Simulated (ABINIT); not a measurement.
# SiC (Moissanite) (P6_3mc) in ABINIT: settings compared

The runs below take SiC (Moissanite) through band structure, with SOGGA, LDA-PZ, revPBE.

Program: ABINIT 10.8.3 (patched build). These are calculated values, not measurements. Logs are shortened: lines on timing, memory, paths and dates and some standing lists are left out, and cuts for length are marked. The log counts tension as positive stress, the text compression.

**1. The structure**

It takes space group P6_3mc (No. 186, hexagonal). Conventional cell: a = 3.076 Å, b = 3.076 Å, c = 5.048 Å, α = 90.00°, β = 90.00°, γ = 120.00°. Si (site symmetry 3m) has 4 C at 1.87 to 1.94 Å as nearest neighbours. Around C (site symmetry 3m) lie 4 Si at 1.87 to 1.94 Å.

**2. Band structure, SOGGA**

Contents of run.abi:

```
# Datasets: ground state, then fixed potential
ndtset 2

# Pseudopotentials
pp_dirpath "./"
pseudos "Si.upf, C.upf"

# Structure
acell 3.076 3.076 5.048 Angstrom
rprim
     1.0000000000     0.0000000000     0.0000000000
    -0.5000000000     0.8660254038     0.0000000000
     0.0000000000     0.0000000000     1.0000000000
ntypat 2
znucl 14 6
natom 4
typat 1 1 2 2
xred
     0.6666666667     0.3333333333     0.5000000000
     0.3333333333     0.6666666667     0.0000000000
     0.6666666667     0.3333333333     0.8850000000
     0.3333333333     0.6666666667     0.3850000000

# Plane-wave basis
ecut 41.0

# Exchange and correlation
ixc -150130

# Bands and occupations
occopt 3
tsmear 0.05 eV

# SCF cycle
nstep 100

# Output
iomode 3
prtwf 0
prteig 0
prtebands 0
prtden1 1
prtvha1 1
prtvclmb1 1
prtpot1 1
prtelf1 1

# Dataset 1
kptopt1 1
ngkpt1 10 10 5
nshiftk1 1
shiftk1 0.0 0.0 0.0
nband1 12
tolvrs1 1.0e-10

# Dataset 2: bands along G-M-K-G-A-L-H-A
iscf2 -2
getden2 1
nband2 16
nbdbuf2 2
tolwfr2 1.0e-12
kptopt2 -7
ndivsm2 6
prteig2 1
prtvol2 -3
kptbounds2
     0.0000000000     0.0000000000     0.0000000000
     0.5000000000     0.0000000000     0.0000000000
     0.3333333333     0.3333333333     0.0000000000
     0.0000000000     0.0000000000     0.0000000000
     0.0000000000     0.0000000000     0.5000000000
     0.5000000000     0.0000000000     0.5000000000
     0.3333333333     0.3333333333     0.5000000000
     0.0000000000     0.0000000000     0.5000000000
```

Potentials or basis: PseudoDojo NC SR PBEsol v0.4.1 standard.

On the command line:

```bash
abinit run.abi > log 2>&1
```

run.abo:

```text
.Version 10.8.3 of ABINIT
 DATASET    1 : space group P6_3 m c (#186); Bravais hP (primitive hexag.)
================================================================================
 Values of the parameters that define the memory need for DATASET  1.
     intxc =       0    ionmov =       0      iscf =       7    lmnmax =       6
     lnmax =       6     mgfft =      60  mpssoang =       3    mqgrid =    3001
     natom =       4  nloc_mem =       1    nspden =       1   nspinor =       1
    nsppol =       1      nsym =      12    n1xccc =    2501    ntypat =       2
    occopt =       3   xclevel =       2
       mpw =        3562          nfft =       77760          nkpt =          42
================================================================================
================================================================================

 DATASET    2 : space group P6_3 m c (#186); Bravais hP (primitive hexag.)
================================================================================
 Values of the parameters that define the memory need for DATASET  2.
     intxc =       0    ionmov =       0      iscf =      -2    lmnmax =       6
     lnmax =       6     mgfft =      60  mpssoang =       3    mqgrid =    3001
     natom =       4  nloc_mem =       1    nspden =       1   nspinor =       1
    nsppol =       1      nsym =      12    n1xccc =    2501    ntypat =       2
    occopt =       3   xclevel =       2
       mpw =        3556          nfft =       77760          nkpt =          69
================================================================================
================================================================================

--------------------------------------------------------------------------------
------------- Echo of variables that govern the present computation ------------
--------------------------------------------------------------------------------
 -outvars: echo values of preprocessed input variables --------
            acell      5.8127975633E+00  5.8127975633E+00  9.5393374836E+00 Bohr
              amu      2.80855000E+01  1.20110000E+01
             ecut      4.10000000E+01 Hartree
           getden1          0
           getden2          1
             iscf1          7
             iscf2         -2
              ixc     -150130
           jdtset        1    2
           kptopt1          1
           kptopt2         -7
         kptrlatt       10    0    0      0   10    0      0    0    5
          kptrlen1     4.76966874E+01
[... 729 lines left out ...]
       0.333333333333      0.666666666667      0.385000000000

 cartesian coordinates (angstrom) at end:
    1      1.53800000000000     0.88796471402960     2.52400000000000
    2     -0.00000000000000     1.77592942805920     0.00000000000000
    3      1.53800000000000     0.88796471402960     4.46748000000000
    4     -0.00000000000000     1.77592942805920     1.94348000000000
 length scales=  5.812797563292  5.812797563292  9.539337483582 bohr
              =  3.076000000000  3.076000000000  5.048000000000 angstroms
 Eigenvalues (hartree) for nkpt=  69  k points:
 kpt#   1, nband= 16, wtk=  1.00000, kpt=  0.0000  0.0000  0.0000 (reduced coord)
  -0.30919   -0.17844   -0.05310    0.21352    0.21352    0.26112    0.26112    0.27097
   0.43646    0.48781    0.50556    0.50556    0.54411    0.58680    0.58680    0.68304
 kpt#   2, nband= 16, wtk=  1.00000, kpt=  0.0455  0.0000  0.0000 (reduced coord)
  -0.30786   -0.17729   -0.05185    0.20534    0.21104    0.25593    0.26040    0.27005
   0.44225    0.48807    0.50418    0.50868    0.54687    0.58325    0.59039    0.66614
 kpt#   3, nband= 16, wtk=  1.00000, kpt=  0.0909  0.0000  0.0000 (reduced coord)
  -0.30389   -0.17387   -0.04812    0.18383    0.20432    0.24137    0.25802    0.26719
   0.45253    0.48780    0.50596    0.51749    0.54975    0.57798    0.60035    0.63992
 kpt#   4, nband= 16, wtk=  1.00000, kpt=  0.1364  0.0000  0.0000 (reduced coord)
  -0.29729   -0.16825   -0.04199    0.15450    0.19492    0.21996    0.25381    0.26208
   0.44822    0.49840    0.51481    0.53005    0.53656    0.58680    0.61409    0.61800
 kpt#   5, nband= 16, wtk=  1.00000, kpt=  0.1818  0.0000  0.0000 (reduced coord)
  -0.28812   -0.16060   -0.03364    0.12166    0.18437    0.19431    0.24809    0.25419
   0.43275    0.50672    0.51686    0.53417    0.54230    0.59834    0.60706    0.62801
 kpt#   6, nband= 16, wtk=  1.00000, kpt=  0.2273  0.0000  0.0000 (reduced coord)
  -0.27648   -0.15121   -0.02346    0.08827    0.16642    0.17379    0.24152    0.24304
[... 176 lines left out ...]
  -0.24568   -0.24568    0.10618    0.10618    0.17322    0.17322    0.20601    0.20601
   0.46892    0.46892    0.52145    0.52145    0.58083    0.58083    0.61789    0.61789
 kpt#  66, nband= 16, wtk=  1.00000, kpt=  0.0769  0.0769  0.5000 (reduced coord)
  -0.25417   -0.25417    0.10798    0.10798    0.19276    0.19276    0.21891    0.21891
   0.47944    0.47944    0.51453    0.51453    0.56596    0.56596    0.61238    0.61238
 kpt#  67, nband= 16, wtk=  1.00000, kpt=  0.0513  0.0513  0.5000 (reduced coord)
  -0.26029   -0.26029    0.10690    0.10690    0.21347    0.21347    0.22818    0.22818
   0.48470    0.48470    0.51433    0.51433    0.54618    0.54618    0.60921    0.60921
 kpt#  68, nband= 16, wtk=  1.00000, kpt=  0.0256  0.0256  0.5000 (reduced coord)
  -0.26398   -0.26398    0.10560    0.10560    0.22939    0.22939    0.23366    0.23366
   0.47980    0.47980    0.52387    0.52387    0.53372    0.53372    0.60217    0.60217
 kpt#  69, nband= 16, wtk=  1.00000, kpt=  0.0000  0.0000  0.5000 (reduced coord)
  -0.26522   -0.26522    0.10509    0.10509    0.23546    0.23546    0.23546    0.23546
   0.47619    0.47619    0.52985    0.52985    0.52985    0.52985    0.59771    0.59771

== END DATASET(S) ==============================================================
================================================================================

 -outvars: echo values of variables after computation  --------
            acell      5.8127975633E+00  5.8127975633E+00  9.5393374836E+00 Bohr
           etotal1    -2.0456527707E+01
            fcart1    -0.0000000000E+00 -0.0000000000E+00  1.4693605056E-02
                      -0.0000000000E+00 -0.0000000000E+00  1.4693605056E-02
                       3.7058166142E-28  2.1395542198E-28 -1.4693605056E-02
                      -3.7058166142E-28 -2.1395542198E-28 -1.4693605056E-02
            rprim      1.0000000000E+00  0.0000000000E+00  0.0000000000E+00
                      -5.0000000000E-01  8.6602540380E-01  0.0000000000E+00
                       0.0000000000E+00  0.0000000000E+00  1.0000000000E+00
           strten1    -1.8463187248E-05 -1.8463187428E-05  1.5704149428E-04
                       0.0000000000E+00  0.0000000000E+00  0.0000000000E+00
           xangst      1.5380000000E+00  8.8796471403E-01  2.5240000000E+00
                      -2.8748683756E-17  1.7759294281E+00  0.0000000000E+00
                       1.5380000000E+00  8.8796471403E-01  4.4674800000E+00
                      -2.8748683756E-17  1.7759294281E+00  1.9434800000E+00
             xred      6.6666666667E-01  3.3333333333E-01  5.0000000000E-01
                       3.3333333333E-01  6.6666666667E-01  0.0000000000E+00
                       6.6666666667E-01  3.3333333333E-01  8.8500000000E-01
                       3.3333333333E-01  6.6666666667E-01  3.8500000000E-01
 Calculation completed.
```

Wall time 1.8 min (1 thread of Arm Neoverse V2, shared host); peak memory 0.13 GiB.

What came out:

```yaml
Free_energy: -556.6505 eV
Pressure: -1.2 GPa
Largest_force: 0.756 eV/Å
Band_gap_on_the_k_mesh: 2.23 eV, indirect (least direct gap 3.88 eV)
Band_gap_along_the_path: 2.07 eV, indirect (least direct gap 3.88 eV)
Valence_electrons_inside_the_program's_atomic_spheres: Si 1.95; C 4.22
```

Forces in eV/Å, atoms in the order of the input:
```
Si   0.000  0.000  0.756
Si   0.000  0.000  0.756
C    0.000  0.000 -0.756
C    0.000  0.000 -0.756
```

Stress tensor (GPa, compression positive):
```
 0.54  0.00  0.00
 0.00  0.54  0.00
 0.00  0.00 -4.62
```

Levels at the corners of the path, in eV from the valence-band top:
| point | band 5 | band 6 | band 7 | band 8 | band 9 | band 10 | band 11 | band 12 |
| --- | --- | --- | --- | --- | --- | --- | --- | --- |
| Γ | -1.56 | -0.27 | -0.27 | 0.00 | 4.50 | 5.90 | 6.38 | 6.38 |
| M | -5.52 | -3.59 | -3.36 | -1.49 | 2.39 | 4.04 | 6.61 | 7.06 |
| K | -6.53 | -4.19 | -4.12 | -4.12 | 2.07 | 7.81 | 8.51 | 8.51 |
| Γ | -1.56 | -0.27 | -0.27 | 0.00 | 4.50 | 5.90 | 6.38 | 6.38 |
| A | -0.97 | -0.97 | -0.97 | -0.97 | 5.58 | 5.58 | 7.04 | 7.04 |
| L | -2.72 | -2.72 | -2.37 | -2.37 | 2.97 | 2.97 | 4.84 | 4.84 |
| H | -5.98 | -5.98 | -1.77 | -1.77 | 4.67 | 4.67 | 5.77 | 5.77 |
| A | -0.97 | -0.97 | -0.97 | -0.97 | 5.58 | 5.58 | 7.04 | 7.04 |

Caveat: the potentials were made for another functional, which shifts forces and pressure; the mesh misses the band edges, which the band path finds closer together.

**3. Band structure, LDA-PZ**

run.abi: that of step 2 with these lines changed.

```diff
@@ -5,6 +5,6 @@
 pp_dirpath "./"
-pseudos "Si.upf, C.upf"
+pseudos "Si.LDA_PW-JTH.xml, C.LDA_PW-JTH.xml"
 
 # Structure
-acell 3.076 3.076 5.048 Angstrom
+acell 5.8127975593 5.8127975593 9.5393374771
 rprim
@@ -17,13 +17,14 @@
 typat 1 1 2 2
-xred
-     0.6666666667     0.3333333333     0.5000000000
-     0.3333333333     0.6666666667     0.0000000000
-     0.6666666667     0.3333333333     0.8850000000
-     0.3333333333     0.6666666667     0.3850000000
+xcart
+     1.5380000002     0.8879647139     2.5240000000
+    -0.0000000002     1.7759294281     0.0000000000
+     1.5380000002     0.8879647139     4.4674800000
+    -0.0000000002     1.7759294281     1.9434800000 Angstrom
 
 # Plane-wave basis
-ecut 41.0
+ecut 20.0
+pawecutdg 40.0
 
 # Exchange and correlation
-ixc -150130
+ixc 2
 
@@ -41,2 +42,3 @@
 prtebands 0
+enunit 2
 prtden1 1
@@ -45,3 +47,2 @@
 prtpot1 1
-prtelf1 1
 
@@ -53,3 +54,3 @@
 nband1 12
-tolvrs1 1.0e-10
+tolvrs1 1.0e-9
 
@@ -62,5 +63,4 @@
 kptopt2 -7
-ndivsm2 6
+ndivsm2 8
 prteig2 1
-prtvol2 -3
 kptbounds2
```

Potentials or basis: JTH PAW LDA v2.0.

On the command line:

```bash
abinit run.abi > log 2>&1
```

Wall time 50 s (1 thread of Arm Neoverse V2, shared host); peak memory 0.11 GiB.

The run converged. Its results:

- Free energy: -533.5543 eV
- Pressure: -4.0 GPa
- Largest force: 0.735 eV/Å
- Band gap on the k mesh: 2.37 eV, indirect (least direct gap 3.99 eV)
- Band gap along the path: 2.21 eV, indirect (least direct gap 3.99 eV)
- Valence electrons inside the program's atomic spheres: Si 1.68; C 2.57

Forces in eV/Å, atoms in the order of the input:
```
Si   0.000  0.000  0.735
Si   0.000  0.000  0.735
C    0.000  0.000 -0.735
C    0.000  0.000 -0.735
```

Stress tensor (GPa, compression positive):
```
-2.60  0.00  0.00
 0.00 -2.60  0.00
 0.00  0.00 -6.77
```

Levels at the corners of the path, in eV from the valence-band top:
```tsv
point	band 4	band 5	band 6	band 7	band 8	band 9	band 10	band 11	band 12	band 13
Γ	-1.57	-1.57	-0.27	-0.27	0.00	4.56	5.98	6.37	6.37	7.42
M	-6.56	-5.47	-3.57	-3.31	-1.50	2.49	4.14	6.64	7.14	9.57
K	-6.51	-6.51	-4.15	-4.07	-4.07	2.21	7.91	8.58	8.58	9.24
Γ	-1.57	-1.57	-0.27	-0.27	0.00	4.56	5.98	6.37	6.37	7.42
A	-4.46	-0.97	-0.97	-0.97	-0.97	5.62	5.62	7.06	7.06	7.06
L	-8.50	-2.71	-2.71	-2.36	-2.36	3.09	3.09	4.89	4.89	10.31
H	-7.98	-5.91	-5.91	-1.77	-1.77	4.76	4.76	5.88	5.88	10.08
A	-4.46	-0.97	-0.97	-0.97	-0.97	5.62	5.62	7.06	7.06	7.06
```

Caveat: the mesh misses the band edges, which the band path finds closer together.

**4. Band structure, revPBE**

Contents of run.abi:

```
ndtset 2

pp_dirpath "./"
pseudos "Si.upf, C.upf"

acell 3.076 3.076 5.048 Angstrom
rprim
     1.0000000000     0.0000000000     0.0000000000
    -0.5000000000     0.8660254038     0.0000000000
     0.0000000000     0.0000000000     1.0000000000
ntypat 2
znucl 14 6
natom 4
typat 1 1 2 2
xred
     0.6666666667     0.3333333333     0.5000000000
     0.3333333333     0.6666666667     0.0000000000
     0.6666666667     0.3333333333     0.8850000000
     0.3333333333     0.6666666667     0.3850000000

ecut 41.0

ixc 14

occopt 3
tsmear 0.00183747

nstep 100

iomode 3
prtwf 0
prteig 0
prtebands 0
enunit 1
prtden1 1

kptopt1 1
ngkpt1 10 10 5
nshiftk1 1
shiftk1 0.0 0.0 0.0
nband1 12
tolvrs1 1.0e-10

iscf2 -2
getden2 1
nband2 16
nbdbuf2 2
tolwfr2 1.0e-12
kptopt2 -7
ndivsm2 8
prteig2 1
kptbounds2
     0.0000000000     0.0000000000     0.0000000000
     0.5000000000     0.0000000000     0.0000000000
     0.3333333333     0.3333333333     0.0000000000
     0.0000000000     0.0000000000     0.0000000000
     0.0000000000     0.0000000000     0.5000000000
     0.5000000000     0.0000000000     0.5000000000
     0.3333333333     0.3333333333     0.5000000000
     0.0000000000     0.0000000000     0.5000000000
```

Potentials or basis: PseudoDojo NC SR PBE v0.4.1 standard.

On the command line:

```bash
abinit run.abi > log 2>&1
```

Wall time 2.2 min (1 thread of Arm Neoverse V2, shared host); peak memory 0.15 GiB.

Results (log left out):

```
Free energy                                           : -559.0172 eV
Pressure                                              : 4.3 GPa
Largest force                                         : 0.760 eV/Å
Band gap on the k mesh                                : 2.54 eV, indirect (least direct gap 4.13 eV)
Band gap along the path                               : 2.39 eV, indirect (least direct gap 4.13 eV)
Valence electrons inside the program's atomic spheres : Si 1.95; C 4.26
```

Forces on the atoms (eV/Å):
```
Si   0.000  0.000  0.760
Si   0.000  0.000  0.760
C    0.000  0.000 -0.760
C    0.000  0.000 -0.760
```

Stress tensor (GPa, compression positive):
```
5.94 0.00 0.00
0.00 5.94 0.00
0.00 0.00 1.01
```

Levels at the corners of the path, in eV from the valence-band top:
| point | band 6 | band 7 | band 8 | band 9 | band 10 | band 11 |
| --- | --- | --- | --- | --- | --- | --- |
| Γ | -0.28 | -0.28 | 0.00 | 4.64 | 6.05 | 6.52 |
| M | -3.54 | -3.24 | -1.49 | 2.64 | 4.23 | 6.78 |
| K | -4.11 | -4.03 | -4.03 | 2.39 | 8.03 | 8.67 |
| Γ | -0.28 | -0.28 | 0.00 | 4.64 | 6.05 | 6.52 |
| A | -0.97 | -0.97 | -0.97 | 5.73 | 5.73 | 7.19 |
| L | -2.69 | -2.34 | -2.34 | 3.21 | 3.21 | 5.03 |
| H | -5.84 | -1.75 | -1.75 | 4.84 | 4.84 | 6.02 |
| A | -0.97 | -0.97 | -0.97 | 5.73 | 5.73 | 7.19 |

Caveat: the potentials were made for another functional, which shifts forces and pressure; the mesh misses the band edges, which the band path finds closer together.

**5. Overview**

```tsv
level	potentials or basis	cutoff (eV)	fine-grid cutoff	gap on the mesh (eV)	pressure (GPa)	largest force (eV/Å)
SOGGA	PseudoDojo NC SR PBEsol v0.4.1 standard	1116	-	2.23	-1.2	0.76
LDA-PZ	JTH PAW LDA v2.0	544	1088.46 eV	2.37	-4.0	0.73
revPBE	PseudoDojo NC SR PBE v0.4.1 standard	1116	-	2.54	4.3	0.76
```

Alike in all rows: task band structure; no spin polarisation; cell as given; k mesh 10 × 10 × 5; smearing fermi-dirac 0.05 eV.

Caveats: the mesh misses the band edges, which the band path finds closer together; the potentials were made for another functional, which shifts forces and pressure (some runs).

Absolute energies hang on the potentials; compare differences alone.
